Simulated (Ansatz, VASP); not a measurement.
**Two plane-wave programs on Zn3H**

File INCAR:

```
SYSTEM = Zn3H
  PREC = Accurate
  ENCUT = 520
  EDIFF = 1E-7
  ISMEAR = -1
  SIGMA = 0.05
  LREAL = .False.
  LASPH = .True.
  NELM = 60
  ALGO = Normal
  ISIF = 2
  LWAVE = .False.
  LCHARG = .False.
  GGA = B5
  ALDAX = 1.0
  AGGAX = 1.0
  AGGAC = 1.0
  ALDAC = 0.0
  NBANDS = 26
```

KPOINTS

```
Automatic mesh
0
Gamma
  6 6 6
  0 0 0
```

File POSCAR:

```
Zn3H
1.0
    0.0000000000      2.9965800000      2.9965800000
    2.9965800000      0.0000000000      2.9965800000
    2.9965800000      2.9965800000      0.0000000000
Zn H
3 1
Direct
    0.5000000000      0.5000000000      0.5000000000
    0.2500000000      0.2500000000      0.2500000000
    0.7500000000      0.7500000000      0.7500000000
    0.0000000000      0.0000000000      0.0000000000
```

The input KPOINTS_OPT:

```
path GXWKGLUWLK,UX
10
line-mode
reciprocal
 0.0000000000  0.0000000000  0.0000000000  G
 0.5000000000  0.0000000000  0.5000000000  X

 0.5000000000  0.0000000000  0.5000000000  X
 0.5000000000  0.2500000000  0.7500000000  W

 0.5000000000  0.2500000000  0.7500000000  W
 0.3750000000  0.3750000000  0.7500000000  K

 0.3750000000  0.3750000000  0.7500000000  K
 0.0000000000  0.0000000000  0.0000000000  G

 0.0000000000  0.0000000000  0.0000000000  G
 0.5000000000  0.5000000000  0.5000000000  L

 0.5000000000  0.5000000000  0.5000000000  L
 0.6250000000  0.2500000000  0.6250000000  U

 0.6250000000  0.2500000000  0.6250000000  U
 0.5000000000  0.2500000000  0.7500000000  W

 0.5000000000  0.2500000000  0.7500000000  W
 0.5000000000  0.5000000000  0.5000000000  L

 0.5000000000  0.5000000000  0.5000000000  L
 0.3750000000  0.3750000000  0.7500000000  K

 0.6250000000  0.2500000000  0.6250000000  U
 0.5000000000  0.0000000000  0.5000000000  X
```

input.yaml

```yaml
crystal:
  lattice:
    - [0.0, 2.99658, 2.99658]
    - [2.99658, 0.0, 2.99658]
    - [2.99658, 2.99658, 0.0]
  atoms:
    - { symbol: Zn, position: [0.5, 0.5, 0.5] }
    - { symbol: Zn, position: [0.25, 0.25, 0.25] }
    - { symbol: Zn, position: [0.75, 0.75, 0.75] }
    - { symbol: H, position: [0.0, 0.0, 0.0] }
hamiltonian:
  xc: blyp
  pseudopotentials: { kind: paw }
kpoints:
  mp_grid: { grid: [6, 6, 6] }
  band_path:
    path:
      - [[0.0, 0.0, 0.0], [0.5, 0.0, 0.5], [0.5, 0.25, 0.75], [0.375, 0.375, 0.75], [0.0, 0.0, 0.0], [0.5, 0.5, 0.5], [0.625, 0.25, 0.625], [0.5, 0.25, 0.75], [0.5, 0.5, 0.5], [0.375, 0.375, 0.75]]
      - [[0.625, 0.25, 0.625], [0.5, 0.0, 0.5]]
    npoints: 14
scf:
  occupations: { method: fermi_dirac, width: 0.05 }
  n_extra_bands: 10
output:
  forces: true
  stress: true
  eigenvalues: true
  fatbands: false
```

The cell was built by a generator and needn't be a form met in nature.

Alike in both runs: task band structure; functional BLYP; k mesh 6 × 6 × 6; occupations fermi-dirac, width 0.05 eV; no spin polarisation.

|  | VASP | Ansatz |
| --- | --- | --- |
| version | VASP 6.6.1 | Ansatz 0.2.0 |
| potentials or method | VASP PAW PBE potentials, release 64 (Zn, H) | Ansatz PAW |
| plane-wave cutoff (eV) | 520 | 420 |
| valence electrons in the cell | 37 | 37 |

Ansatz gave:

| Item | Value |
| --- | --- |
| gap on the k mesh at the Fermi level (eV) | none |
| pressure (GPa) | 5.3 |

Question: What did VASP give for the same quantities?

Answer: gap on the k mesh at the Fermi level (eV): none; pressure (GPa): 5.6.

A gap of «none» marks a metal or a gap that the smearing closes.

Caveats: the PAW data sets were made with another functional, which shifts forces and pressure a little (VASP); the PAW data sets come from PBE, with cores solved anew for the run's functional, which leaves a small shift of forces and pressure (Ansatz).
